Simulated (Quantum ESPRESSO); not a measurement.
# PbO2 (Fm-3m) in Quantum ESPRESSO: notebook, part 2 of 2

Quantum ESPRESSO 7.5. The steps go on from the part before.

### 3 Phonons, PBE

Input file pw.in:

```
&CONTROL
  calculation = 'scf'
  prefix = 'pwscf'
  outdir = './tmp'
  pseudo_dir = './pseudo'
  tprnfor = .true.
  tstress = .true.
  disk_io = 'low'
/
&SYSTEM
  ibrav = 0
  nat = 3
  ntyp = 2
  ecutwfc = 45
  ecutrho = 360
  nbnd = 20
  occupations = 'smearing'
  smearing = 'mv'
  degauss = 0.00999582
/
&ELECTRONS
  conv_thr = 6d-10
  electron_maxstep = 120
  mixing_beta = 0.5
/
ATOMIC_SPECIES
Pb   207.2000 pb_pbe_v1.uspp.F.UPF
O     15.9990 o_pbe_v1.2.uspp.F.UPF
CELL_PARAMETERS angstrom
   0.0000000000    2.7019920000    2.7019920000
   2.7019920000    0.0000000000    2.7019920000
   2.7019920000    2.7019920000    0.0000000000
ATOMIC_POSITIONS crystal
Pb     0.0000000000    0.0000000000    0.0000000000
O      0.7500000000    0.7500000000    0.7500000000
O      0.2500000000    0.2500000000    0.2500000000
K_POINTS automatic
9 9 9 0 0 0
```

Input file relax.in:

```
&CONTROL
  calculation = 'vc-relax'
  prefix = 'pwscf'
  outdir = './tmp'
  pseudo_dir = './pseudo'
  tprnfor = .true.
  tstress = .true.
  disk_io = 'low'
  nstep = 40
  forc_conv_thr = 0.0001
  etot_conv_thr = 1d-06
/
&SYSTEM
  ibrav = 0
  nat = 3
  ntyp = 2
  ecutwfc = 45
  ecutrho = 360
  nbnd = 20
  occupations = 'smearing'
  smearing = 'mv'
  degauss = 0.00999582
/
&ELECTRONS
  conv_thr = 6d-10
  electron_maxstep = 120
  mixing_beta = 0.5
/
&IONS
  ion_dynamics = 'bfgs'
/
&CELL
  cell_dynamics = 'bfgs'
  press = 0
  press_conv_thr = 0.2
/
ATOMIC_SPECIES
Pb   207.2000 pb_pbe_v1.uspp.F.UPF
O     15.9990 o_pbe_v1.2.uspp.F.UPF
CELL_PARAMETERS angstrom
   0.0000000000    2.7019920000    2.7019920000
   2.7019920000    0.0000000000    2.7019920000
   2.7019920000    2.7019920000    0.0000000000
ATOMIC_POSITIONS crystal
Pb     0.0000000000    0.0000000000    0.0000000000
O      0.7500000000    0.7500000000    0.7500000000
O      0.2500000000    0.2500000000    0.2500000000
K_POINTS automatic
9 9 9 0 0 0
```

Input file scf2.in:

```
&CONTROL
  calculation = 'scf'
  prefix = 'pwscf'
  outdir = './tmp'
  pseudo_dir = './pseudo'
  tprnfor = .true.
  tstress = .true.
  disk_io = 'low'
/
&SYSTEM
  ibrav = 0
  nat = 3
  ntyp = 2
  ecutwfc = 45
  ecutrho = 360
  nbnd = 20
  occupations = 'smearing'
  smearing = 'mv'
  degauss = 0.00999582
/
&ELECTRONS
  conv_thr = 1d-13
  electron_maxstep = 120
  mixing_beta = 0.5
  startingpot = 'file'
  startingwfc = 'file'
/
ATOMIC_SPECIES
Pb   207.2000 pb_pbe_v1.uspp.F.UPF
O     15.9990 o_pbe_v1.2.uspp.F.UPF
CELL_PARAMETERS angstrom
   0.0000000000    2.7013317463    2.7013317463
   2.7013317463    0.0000000000    2.7013317463
   2.7013317463    2.7013317463    0.0000000000
ATOMIC_POSITIONS crystal
Pb     0.0000000000    0.0000000000    0.0000000000
O      0.7500000000    0.7500000000    0.7500000000
O      0.2500000000    0.2500000000    0.2500000000
K_POINTS automatic
9 9 9 0 0 0
```

Input file ph.in:

```
phonons of PbO2
&INPUTPH
  prefix = 'pwscf'
  outdir = './tmp'
  tr2_ph = 1d-18
  fildyn = 'dyn'
  niter_ph = 90
  alpha_mix(1) = 0.4
/
0.0000000000 0.0000000000 0.0000000000
```

Input file dynmat.in:

```
&INPUT
  fildyn = 'dyn'
  asr = 'crystal'
  filout = 'dynmat.disp'
  fileig = 'dynmat.eig'
/
```

Potentials or basis: GBRV 1.5 PBE.

The run is started by

```sh
OMP_NUM_THREADS=1 pw.x -in pw.in > pw.out
OMP_NUM_THREADS=1 pw.x -in relax.in > relax.out
OMP_NUM_THREADS=1 pw.x -in scf2.in > scf2.out
OMP_NUM_THREADS=1 ph.x -in ph.in > ph.out
OMP_NUM_THREADS=1 dynmat.x -in dynmat.in > dynmat.out
```

pw.out:

```text
This program is part of the open-source Quantum ESPRESSO suite
     for quantum simulation of materials; please cite
[... 9 lines left out ...]
     --------------------
     sticks:   dense  smooth     PW     G-vecs:    dense   smooth      PW
     Sum        1285     649    199                30731    10969    1917

     Using Slab Decomposition

     bravais-lattice index     =            0
     lattice parameter (alat)  =       7.2210  a.u.
     unit-cell volume          =     266.2434 (a.u.)^3
     number of atoms/cell      =            3
     number of atomic types    =            2
     number of electrons       =        26.00
     number of Kohn-Sham states=           20
     kinetic-energy cutoff     =      45.0000  Ry
     charge density cutoff     =     360.0000  Ry
     scf convergence threshold =      6.0E-10
     mixing beta               =       0.5000
     number of iterations used =            8  plain     mixing
     Exchange-correlation= SLA  PW   PBE  PBE
                           (   1   4   3   4   0   0   0)

[... 400 lines left out ...]
     5.2241   7.0096   7.6545   9.4717   9.8412  12.1142  17.8760  18.8140
    19.4028  19.8247  20.8619  25.9707

     the Fermi energy is     9.8475 ev

!    total energy              =    -228.61846890 Ry
     estimated scf accuracy    <          6.9E-11 Ry
     smearing contrib. (-TS)   =       0.00068362 Ry
     internal energy E=F+TS    =    -228.61915252 Ry

     The total energy is F=E-TS. E is the sum of the following terms:
     one-electron contribution =     -34.85876869 Ry
     hartree contribution      =      38.64993210 Ry
     xc contribution           =     -78.01875602 Ry
     ewald contribution        =    -154.39155991 Ry

     convergence has been achieved in   9 iterations

     negative rho (up, down):  1.586E-02 0.000E+00

     Forces acting on atoms (cartesian axes, Ry/au):

     atom    1 type  1   force =    -0.00000000   -0.00000000   -0.00000000
     atom    2 type  2   force =     0.00000000   -0.00000000    0.00000000
     atom    3 type  2   force =    -0.00000000    0.00000000   -0.00000000

     Total force =     0.000000     Total SCF correction =     0.000000

     Computing stress (Cartesian axis) and pressure

     negative rho (up, down):  1.586E-02 0.000E+00
          total   stress  (Ry/bohr**3)                   (kbar)     P=       -1.09
  -0.00000744   0.00000000   0.00000000           -1.09        0.00        0.00
   0.00000000  -0.00000744   0.00000000            0.00       -1.09        0.00
   0.00000000   0.00000000  -0.00000744            0.00        0.00       -1.09

=------------------------------------------------------------------------------=
   JOB DONE.
=------------------------------------------------------------------------------=
```

scf2.out:

```text
This program is part of the open-source Quantum ESPRESSO suite
     for quantum simulation of materials; please cite
[... 9 lines left out ...]
     --------------------
     sticks:   dense  smooth     PW     G-vecs:    dense   smooth      PW
     Sum        1285     649    199                30731    10969    1917
[... 393 lines left out ...]
  -0.00000043  -0.00000000  -0.00000000           -0.06       -0.00       -0.00
  -0.00000000  -0.00000043  -0.00000000           -0.00       -0.06       -0.00
  -0.00000000  -0.00000000  -0.00000043           -0.00       -0.00       -0.06

=------------------------------------------------------------------------------=
   JOB DONE.
=------------------------------------------------------------------------------=
```

It took 11 min on 1 thread of AMD EPYC 7R43 (Zen 3), shared host; peak memory 0.18 GiB.

What came out:

* Free energy: -3110.5127 eV
* Relaxed volume: 13.14 Å³/atom
* Relaxed cell: a = 3.820 Å, b = 3.820 Å, c = 3.820 Å, α = 60.00°, β = 60.00°, γ = 60.00°
* Space group after relaxing (to 0.05 Å): Fm-3m (No. 225)
* Pressure after relaxing: 0.0 GPa
* Band gap on the k mesh: none (metal or under the smearing width)
* Highest phonon frequency at Γ: 414 cm⁻¹

Final structure:
```
CELL_PARAMETERS angstrom
0.00000 2.70133 2.70133
2.70133 0.00000 2.70133
2.70133 2.70133 0.00000
ATOMIC_POSITIONS crystal
Pb 0.00000 0.00000 0.00000
O 0.75000 0.75000 0.75000
O 0.25000 0.25000 0.25000
```

Levels at points of the mesh, in eV from the Fermi level:
```tsv
k point	band 9	band 10	band 11	band 12	band 13	band 14	band 15	band 16	band 17	band 18
(0.00, 0.00, 0.00)	-1.92	-1.92	-1.92	-1.16	-1.16	-1.16	7.06	7.06	7.06	9.95
```

Phonon frequencies in cm⁻¹ (negative: imaginary):
```csv
q point,frequencies
"(0.000, 0.000, 0.000)",1 1 1 242 242 242 414 414 414
```

Optical modes at Γ, degenerate ones joined:
```csv
cm⁻¹,components,symmetry,active in
242,3,T1u,IR
414,3,T2g,Raman
```

Spin-orbit coupling is left out, which matters for the levels of Pb.

### 4 Phonons, LDA

Changes to pw.in since step 3:

```diff
@@ -13,4 +13,4 @@
   ntyp = 2
-  ecutwfc = 45
-  ecutrho = 360
+  ecutwfc = 52
+  ecutrho = 312
   nbnd = 20
@@ -18,3 +18,3 @@
   smearing = 'mv'
-  degauss = 0.00999582
+  degauss = 0.01469973
 /
@@ -26,4 +26,4 @@
 ATOMIC_SPECIES
-Pb   207.2000 pb_pbe_v1.uspp.F.UPF
-O     15.9990 o_pbe_v1.2.uspp.F.UPF
+Pb   207.2000 Pb.LDA_PW-JTH.UPF
+O     15.9990 O.LDA_PW-JTH.UPF
 CELL_PARAMETERS angstrom
```

Changes to relax.in since step 3:

```diff
@@ -16,4 +16,4 @@
   ntyp = 2
-  ecutwfc = 45
-  ecutrho = 360
+  ecutwfc = 52
+  ecutrho = 312
   nbnd = 20
@@ -21,3 +21,3 @@
   smearing = 'mv'
-  degauss = 0.00999582
+  degauss = 0.01469973
 /
@@ -37,4 +37,4 @@
 ATOMIC_SPECIES
-Pb   207.2000 pb_pbe_v1.uspp.F.UPF
-O     15.9990 o_pbe_v1.2.uspp.F.UPF
+Pb   207.2000 Pb.LDA_PW-JTH.UPF
+O     15.9990 O.LDA_PW-JTH.UPF
 CELL_PARAMETERS angstrom
```

Input file scf2.in:

```
&CONTROL
  calculation = 'scf'
  prefix = 'pwscf'
  outdir = './tmp'
  pseudo_dir = './pseudo'
  tprnfor = .true.
  tstress = .true.
  disk_io = 'low'
/
&SYSTEM
  ibrav = 0
  nat = 3
  ntyp = 2
  ecutwfc = 52
  ecutrho = 312
  nbnd = 20
  occupations = 'smearing'
  smearing = 'mv'
  degauss = 0.01469973
/
&ELECTRONS
  conv_thr = 1d-13
  electron_maxstep = 120
  mixing_beta = 0.5
  startingpot = 'file'
  startingwfc = 'file'
/
ATOMIC_SPECIES
Pb   207.2000 Pb.LDA_PW-JTH.UPF
O     15.9990 O.LDA_PW-JTH.UPF
CELL_PARAMETERS angstrom
   0.0000000000    2.6344377132    2.6344377132
   2.6344377132    0.0000000000    2.6344377132
   2.6344377132    2.6344377132    0.0000000000
ATOMIC_POSITIONS crystal
Pb     0.0000000000    0.0000000000    0.0000000000
O      0.7500000000    0.7500000000    0.7500000000
O      0.2500000000    0.2500000000    0.2500000000
K_POINTS automatic
9 9 9 0 0 0
```

ph.in is that of step 3.

dynmat.in is that of step 3.

Potentials or basis: JTH 2.0 LDA.

The run is started by

```sh
OMP_NUM_THREADS=1 pw.x -in pw.in > pw.out
OMP_NUM_THREADS=1 pw.x -in relax.in > relax.out
OMP_NUM_THREADS=1 pw.x -in scf2.in > scf2.out
OMP_NUM_THREADS=1 ph.x -in ph.in > ph.out
OMP_NUM_THREADS=1 dynmat.x -in dynmat.in > dynmat.out
```

pw.out:

```text
This program is part of the open-source Quantum ESPRESSO suite
     for quantum simulation of materials; please cite
         "P. Giannozzi et al., J. Phys.:Condens. Matter 21 395502 (2009);
         "P. Giannozzi et al., J. Phys.:Condens. Matter 29 465901 (2017);
         "P. Giannozzi et al., J. Chem. Phys. 152 154105 (2020);
     in publications or presentations arising from this work. More details at

     file Pb.LDA_PW-JTH.UPF: wavefunction(s)  0S 6P 0P 5D 0D renormalized
     file O.LDA_PW-JTH.UPF: wavefunction(s)  0S 2P 0P renormalized
     Message from routine setup:
     using ibrav=0 with symmetry is DISCOURAGED, use correct ibrav instead

     G-vector sticks info
     --------------------
     sticks:   dense  smooth     PW     G-vecs:    dense   smooth      PW
     Sum        1135     745    235                24933    13539    2277

     Using Slab Decomposition

     bravais-lattice index     =            0
     lattice parameter (alat)  =       7.2210  a.u.
     unit-cell volume          =     266.2434 (a.u.)^3
     number of atoms/cell      =            3
     number of atomic types    =            2
     number of electrons       =        26.00
     number of Kohn-Sham states=           20
     kinetic-energy cutoff     =      52.0000  Ry
     charge density cutoff     =     312.0000  Ry
     scf convergence threshold =      6.0E-10
     mixing beta               =       0.5000
     number of iterations used =            8  plain     mixing
     Exchange-correlation= SLA PW NOGX NOGC
                           (   1   4   0   0   0   0   0)

     celldm(1)=   7.221010  celldm(2)=   0.000000  celldm(3)=   0.000000
[... 179 lines left out ...]

          k = 0.0000 0.0000 0.0000 (  1687 PWs)   bands (ev):

    -9.4324  -6.6849  -6.6849  -6.6849  -6.4699  -6.4305  -6.4305   6.0665
     6.9166   6.9166   6.9166   7.6396   7.6396   7.6396  15.6069  15.6069
    15.6069  20.1973  24.2646  24.2646

          k = 0.0786 0.0786-0.0786 (  1705 PWs)   bands (ev):
[... 175 lines left out ...]
    -8.4851  -8.2458  -6.4976  -6.4794  -6.4070  -5.6589  -5.3852   0.9931
     4.4420   5.7741   6.5891   8.2826   8.5809  11.0601  16.6308  17.3445
    18.6824  19.4586  24.3052  26.4028

          k = 0.0000-0.3143 0.4714 (  1675 PWs)   bands (ev):

    -8.4584  -8.2923  -6.5004  -6.4906  -6.4263  -5.9245  -5.2414   1.3504
     4.7081   6.0560   6.3068   8.0367   8.5668  10.9739  16.0341  17.7093
    18.4574  19.9017  24.0148  27.0380

          k =-0.0786-0.5500 0.7071 (  1676 PWs)   bands (ev):
[... 13 lines left out ...]
    -8.4053  -8.3338  -6.5082  -6.4331  -6.4098  -5.6510  -5.2849   0.7459
     4.1124   5.9363   6.5928   8.4355   8.8221  10.9849  16.6400  17.6012
    18.0424  19.6018  24.6658  26.0710

     the Fermi energy is     8.8133 ev

!    total energy              =    -929.57855416 Ry
     total all-electron energy =      -929.578554 Ry
     estimated scf accuracy    <          7.0E-12 Ry
     smearing contrib. (-TS)   =       0.00198430 Ry
     internal energy E=F+TS    =    -929.58053846 Ry

     The total energy is F=E-TS. E is the sum of the following terms:
     one-electron contribution =     -29.80102318 Ry
     hartree contribution      =      46.91546985 Ry
     xc contribution           =     -31.18475939 Ry
     ewald contribution        =    -154.39155991 Ry
     one-center paw contrib.   =    -761.11866584 Ry

     convergence has been achieved in  10 iterations

     Forces acting on atoms (cartesian axes, Ry/au):

     atom    1 type  1   force =     0.00000000    0.00000000    0.00000000
     atom    2 type  2   force =    -0.00000000   -0.00000000   -0.00000000
     atom    3 type  2   force =     0.00000000    0.00000000    0.00000000

     Total force =     0.000000     Total SCF correction =     0.000000

     Computing stress (Cartesian axis) and pressure

          total   stress  (Ry/bohr**3)                   (kbar)     P=     -108.15
  -0.00073522   0.00000000  -0.00000000         -108.15        0.00       -0.00
  -0.00000000  -0.00073522   0.00000000           -0.00     -108.15        0.00
   0.00000000  -0.00000000  -0.00073522            0.00       -0.00     -108.15

=------------------------------------------------------------------------------=
   JOB DONE.
=------------------------------------------------------------------------------=
```

scf2.out:

```text
This program is part of the open-source Quantum ESPRESSO suite
     for quantum simulation of materials; please cite
         "P. Giannozzi et al., J. Phys.:Condens. Matter 21 395502 (2009);
         "P. Giannozzi et al., J. Phys.:Condens. Matter 29 465901 (2017);
         "P. Giannozzi et al., J. Chem. Phys. 152 154105 (2020);
[... 394 lines left out ...]
   0.00000000   0.00000062   0.00000000            0.00        0.09        0.00
   0.00000000   0.00000000   0.00000062            0.00        0.00        0.09

=------------------------------------------------------------------------------=
   JOB DONE.
=------------------------------------------------------------------------------=
```

It took 12 min on 1 thread of AMD EPYC 7R43 (Zen 3), shared host; peak memory 0.15 GiB.

What came out:

* Free energy: -12647.6495 eV
* Relaxed volume: 12.19 Å³/atom
* Relaxed cell: a = 3.726 Å, b = 3.726 Å, c = 3.726 Å, α = 60.00°, β = 60.00°, γ = 60.00°
* Space group after relaxing (to 0.05 Å): Fm-3m (No. 225)
* Pressure after relaxing: 0.0 GPa
* Band gap on the k mesh: none (metal or under the smearing width)
* Highest phonon frequency at Γ: 449 cm⁻¹

Step by step:
```tsv
step	energy change (eV)	largest force (eV/Å)	pressure (GPa)	volume (Å³)
1	0.0000	0.0000	-10.82	39.45
2	-0.0971	0.0000	-3.38	37.32
3	-0.1047	0.0000	0.68	36.42
4	-0.1050	0.0000	-0.01	36.57
5	-0.1050	0.0000	-0.01	36.57
```

Final structure:
```yaml
crystal:
  lattice:
    - [0.00000, 2.63444, 2.63444]
    - [2.63444, 0.00000, 2.63444]
    - [2.63444, 2.63444, 0.00000]
  atoms:
    - { symbol: Pb, position: [0.00000, 0.00000, 0.00000] }
    - { symbol: O, position: [0.75000, 0.75000, 0.75000] }
    - { symbol: O, position: [0.25000, 0.25000, 0.25000] }
```

Levels at points of the mesh, in eV from the Fermi level:
| k point | band 9 | band 10 | band 11 | band 12 | band 13 | band 14 | band 15 | band 16 | band 17 | band 18 |
| --- | --- | --- | --- | --- | --- | --- | --- | --- | --- | --- |
| (0.00, 0.00, 0.00) | -2.04 | -2.04 | -2.04 | -1.36 | -1.36 | -1.36 | 6.97 | 6.97 | 6.97 | 11.73 |

Phonon frequencies in cm⁻¹ (negative: imaginary):
```csv
q point,frequencies
"(0.000, 0.000, 0.000)",1 1 1 280 280 280 449 449 449
```

Optical modes at Γ, degenerate ones joined:
```
cm⁻¹  components  symmetry  active in
 280           3       T1u         IR
 449           3       T2g      Raman
```

### 5 Overview

| level | potentials or basis | cutoff (eV) | smearing | form of the LDA correlation | gap on the mesh (eV) | pressure (GPa) |
| --- | --- | --- | --- | --- | --- | --- |
| PBEsol | GBRV 1.5 PBEsol | 612 | cold 0.2 eV | - | none | 0.0 |
| PBE | GBRV 1.5 PBE | 612 | cold 0.136 eV | - | none | 0.0 |
| LDA | JTH 2.0 LDA | 707 | cold 0.2 eV | PW92 | none | 0.0 |

Alike in all rows: task phonons; no spin polarisation; cell relaxed; k mesh 9 × 9 × 9.

Total energies depend on the potentials used, so only differences within one code and one set of settings carry meaning.
